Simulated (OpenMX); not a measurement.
Here is an OpenMX 3.8.5 calculation.

File Co.dat:

```
System.CurrrentDirectory             ./
System.Name                          Co
DATA.PATH                            ./DFT_DATA13
level.of.stdout                      1
level.of.fileout                     0
Species.Number                       1
<Definition.of.Atomic.Species
  Co  Co6.0H-s3p2d2          Co_PBE13H
Definition.of.Atomic.Species>

Atoms.Number                         4
Atoms.SpeciesAndCoordinates.Unit     FRAC
<Atoms.SpeciesAndCoordinates
    1  Co    0.6666666667    0.3333333333    0.7500000000   9.500  7.500
    2  Co    0.0000000000    0.0000000000    0.5000000000   9.500  7.500
    3  Co    0.3333333333    0.6666666667    0.2500000000   9.500  7.500
    4  Co    0.0000000000    0.0000000000    0.0000000000   9.500  7.500
Atoms.SpeciesAndCoordinates>

Atoms.UnitVectors.Unit               Ang
<Atoms.UnitVectors
     2.4705617809    0.0000000000    0.0000000000
    -1.2352808905    2.1395692639    0.0000000000
     0.0000000000    0.0000000000    8.0882338000
Atoms.UnitVectors>

scf.XcType                           GGA-PBE
scf.SpinPolarization                 on
scf.ElectronicTemperature            580.226
scf.energycutoff                     500.0
scf.maxIter                          160
scf.EigenvalueSolver                 band
scf.Kgrid                            13 13 5
scf.Mixing.Type                      rmm-diisk
scf.Init.Mixing.Weight               0.01
scf.Min.Mixing.Weight                0.001
scf.Max.Mixing.Weight                0.2
scf.Mixing.History                   40
scf.Mixing.StartPulay                15
scf.criterion                        1.0e-8
scf.stress.tensor                    on
MD.Type                              nomd
Band.dispersion                      on
Band.Nkpath                          9
<Band.kpath
   10   0.000000  0.000000  0.000000    0.500000  0.000000  0.000000  G M
    6   0.500000  0.000000  0.000000    0.333333  0.333333  0.000000  M K
   11   0.333333  0.333333  0.000000    0.000000  0.000000  0.000000  K G
    4   0.000000  0.000000  0.000000    0.000000  0.000000  0.500000  G A
   10   0.000000  0.000000  0.500000    0.500000  0.000000  0.500000  A L
    6   0.500000  0.000000  0.500000    0.333333  0.333333  0.500000  L H
   11   0.333333  0.333333  0.500000    0.000000  0.000000  0.500000  H A
    4   0.500000  0.000000  0.500000    0.500000  0.000000  0.000000  L M
    4   0.333333  0.333333  0.000000    0.333333  0.333333  0.500000  K H
Band.kpath>
```

Potentials or basis: OpenMX 2013 PBE set, Co6.0H-s3p2d2, grid cutoff 500 Ry.

Launch:

```console
$ openmx Co.dat -nt 1 > Co.std
```

Problem. Predict the largest force.

Solution. 0.038 eV/Å.

Problem. What does it give for the site moments?

Solution. Co +1.64, +1.62 μB.

Problem. What does it give for the net moment?

Solution. 6.53 μB per cell.

Problem. What does it give for the band gap along the path?

Solution. None (metal or under the smearing width).

Forces in eV/Å, atoms in the order of the input:
```
Co   0.000  0.038  0.000
Co   0.000  0.000  0.000
Co   0.000 -0.038  0.000
Co   0.000  0.000  0.000
```

Caveat: the basis of atomic orbitals isn't converged, which shifts pressures, moduli and gaps.
